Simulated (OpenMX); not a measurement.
Ge:

```
CELL_PARAMETERS angstrom
0.00000 2.82891 2.82891
2.82891 0.00000 2.82891
2.82891 2.82891 0.00000
ATOMIC_POSITIONS crystal
Ge 0.75000 0.75000 0.75000
Ge 0.50000 0.50000 0.50000
```

Base run:

```yaml
Program: OpenMX 3.8.5
Functional: PBE
Potentials_or_basis: OpenMX 2013 PBE set, Ge7.0-s2p2d1, grid cutoff 300 Ry
k_mesh: 9 × 9 × 9
Occupations: fermi-dirac, width 0.05 eV
Spin: no spin polarisation
```

Its results: pressure 6.2 GPa.

Problem. The run is repeated on the same cell with these changes: potentials or basis from OpenMX 2013 PBE set, Ge7.0-s2p2d1, grid cutoff 300 Ry to OpenMX 2013 PBE set, Ge7.0-s3p2d2f1, grid cutoff 300 Ry. What comes out?

Solution. Pressure 5.1 GPa.

Caveats: the basis of atomic orbitals isn't converged, which shifts pressures, moduli and gaps.
